Why does a crystal made of one element, with one kind of bond, vibrate at such different frequencies? In hexagonal diamond every carbon atom has four carbon neighbours, and all atoms have the same mass. Yet the stiffest optical vibration has 2.6 times the frequency of the softest. The answer lies in which bonds a vibration strains, and in whether it stretches them or only tilts them.

Harmonic phonon frequencies of hexagonal diamond (carbon, P6_3/mmc, relaxed four-atom cell), computed with SIESTA 5.4.2 in the LDA with PseudoDojo 0.4 standard pseudopotentials and a DZP basis. The k mesh is 9×9×5, the mesh cutoff 750 Ry and the Fermi-Dirac smearing 0.05 eV. Phonon q row 1 is the wave vector (0, 0, 0).

| row | phonon q row (row) | phonon frequency (cm⁻¹) |
| --- | --- | --- |
| 1 | 1 | 0.0 |
| 2 | 1 | 0.0 |
| 3 | 1 | 0.0 |
| 4 | 1 | 517.1 |
| 5 | 1 | 517.1 |
| 6 | 1 | 1089.6 |
| 7 | 1 | 1237.3 |
| 8 | 1 | 1237.3 |
| 9 | 1 | 1249.1 |
| 10 | 1 | 1315.5 |
| 11 | 1 | 1343.7 |
| 12 | 1 | 1343.8 |

**Rows 1–3: the whole crystal moves**

All rows belong to the same wave vector, zero, at which every unit cell moves in the same way. In the first three rows all atoms also move together, one row for each direction in space. No bond changes, so the phonon frequency is zero. That follows from translation alone and says nothing about the strength of the bonds.

**Rows 4 and 5: bilayers slide**

The crystal is a stack of puckered bilayers. Within a bilayer each atom has three slanted bonds, and one axial bond, parallel to the stacking direction, ties it to the next bilayer. The cell holds two bilayers, so they can slide sideways against each other as rigid sheets. There are two equivalent sideways directions, hence two equal frequencies, at 517 cm⁻¹.

This motion is soft because it leaves the slanted bonds alone and merely tilts the axial ones. To first order a tilted bond keeps its length. If the bonds were springs that resisted only stretching, the sliding would cost nothing and its frequency would be zero. What holds the bilayers in place is the resistance of the tetrahedral bond angles to bending.

Cubic diamond, with the same bonds but only two atoms in its primitive cell, has no such mode at zero wave vector. There the corresponding motion is a wave in which successive bilayers move in opposite directions, at the edge of the Brillouin zone. Doubling the repeat along the stack brings that wave to zero wave vector. The low pair is therefore a result of the longer repeat and needs no weak bond to explain it.

**Rows 6 to 9: one kind of link at a time**

The pair in rows 7 and 8 is the counterpart of the sliding pair. Now the two atomic planes inside each bilayer move sideways against each other, while atoms joined by an axial bond move together. The slanted bonds are stretched and compressed, and the frequency rises to 1237 cm⁻¹. Since stiffness goes as the square of the frequency, this motion is nearly six times as stiff as the sliding.

Rows 6 and 9 are single modes because their atoms move along the stack, and there is only one such direction. In one of them rigid bilayers approach and recede, which changes the length of the axial bonds. In the other each bilayer grows thicker and thinner. Symmetry fixes these two patterns but doesn't tell which has the higher frequency, and the argument below doesn't depend on it.

Bending matters here too. A change of thickness stretches a slanted bond by only a third of the height change, but it opens or closes the bond angles directly. With stretching springs alone, adjusted to the top pair, the thickness mode would lie near 672 cm⁻¹. Even the lower of the two single modes, at 1090 cm⁻¹, is far above that.

**Rows 11 and 12: the stiffnesses add**

In the top pair each atom moves sideways against all four of its neighbours, so that both kinds of link are strained at once. A simpler system shows what to expect: a chain of equal beads joined by alternating springs. Each bead stands for an atomic plane, a is the stiffness of an axial link and b that of a bilayer link, both counted per atom, and m is the mass of the atom.

If a bead is displaced by x and its partner across one spring by −x, that spring changes its length by 2x. When only the axial links are strained, the restoring force is 2ax and the squared angular frequency is ω² = 2a/m. When only the bilayer links are strained, it is 2b/m. When both are strained, the forces add and ω² = 2(a + b)/m, which is the sum of the other two.

The two lower sideways pairs therefore predict the top one without any fitted constant: √(517.1² + 1237.3²) ≈ 1341 cm⁻¹. The calculation gives 1344 cm⁻¹ for the top pair, which was not used in the prediction. The agreement also supports giving the top pair the pattern that strains both kinds of link. It can't tell the two lower patterns apart, because exchanging them leaves the sum unchanged; that part of the assignment rests on the softness of tilting.

**Row 10: the stiffnesses don't add**

The same rule fails for motion along the stack. Rows 6 and 9 would combine to 1658 cm⁻¹, whereas row 10, taken here as the mode that strains both kinds of link, lies at 1316 cm⁻¹. The prediction is 26 % too high. Exchanging the patterns of rows 6 and 9 changes nothing, because their squares are simply added. The table doesn't list the atomic motions, so the pattern of row 10 is inferred from the symmetry argument at the end of this section. No other assignment would save the rule: the squares of the two lower single modes already add up to more than the square of the highest.

The chain of beads fails here because it treats neighbouring links as independent. In the crystal they share an atom, and the energy can contain a term cPQ, where P is the lengthening of the axial link, Q the thickening of the bilayer and c their coupling. In rows 6 and 9 either P or Q is zero, so the coupling is silent. In row 10 one link lengthens while the other shortens; PQ is negative, and a positive c lowers the energy. If this is the only coupling that matters, the three frequencies imply that it removes 37 % of the summed stiffness, as the printed output shows.

A likely reason for a positive c, not tested here, is the way carbon bonds. Flattening a bilayer brings its three slanted bonds closer to those of a graphite sheet, which weakens the axial bond and lets it lengthen. The two changes in row 10 then help each other. In sideways motion the axial bond only tilts and the bilayer keeps its thickness, so this mechanism is absent to first order, and the numbers show almost no net coupling between the links.

Symmetry explains why row 10 nevertheless ends up close to rows 11 and 12. In all three an atom moves against its four neighbours, which act as a rigid cage, and a regular tetrahedral cage resists equally in every direction. In cubic diamond the three modes are therefore exactly equal. In the hexagonal crystal the stacking direction is special, and a gap of 28 cm⁻¹ opens. The relaxed cell is slightly taller than regular tetrahedra would make it, so somewhat longer and softer axial bonds may be what lowers row 10, though this has not been tested separately.

The analysis program printed:

```
Squared frequency as a share of that of the top pair:
  row  frequency_cm  share_percent
    1             0              0
    2             0              0
    3             0              0
    4         517.1          14.81
    5         517.1          14.81
    6          1090          65.75
    7          1237          84.78
    8          1237          84.78
    9          1249          86.41
   10          1316          95.84
   11          1344          99.99
   12          1344            100
Top pair over sliding pair, frequency ratio: 2.599
1237 pair over sliding pair, stiffness ratio: 5.725
Sideways motion, top pair predicted by adding squares (1/cm): 1341
Sideways motion, prediction less computed (1/cm): -2.742
Sideways motion, prediction error (percent of frequency): -0.204
Axial motion, 1316 mode predicted by adding squares (1/cm): 1658
Axial motion, prediction less computed (1/cm): 342.1
Axial motion, prediction error (percent of frequency): 26
Axial motion, stiffness removed by the cross term (percent of the sum): 37.01
Sideways motion, stiffness removed by the cross term (percent of the sum): -0.4093
Stretching only, bilayer-height mode (1/cm): 671.9
Stretching only, axial-bond mode (1/cm): 1164
Lower antiphase singlet over stretching-only bilayer-height mode: 1.622
Top pair less 1316 singlet (1/cm): 28.25
Top pair less 1316 singlet (percent of the singlet): 2.147
1249 singlet less 1237 pair (1/cm): 11.8
```
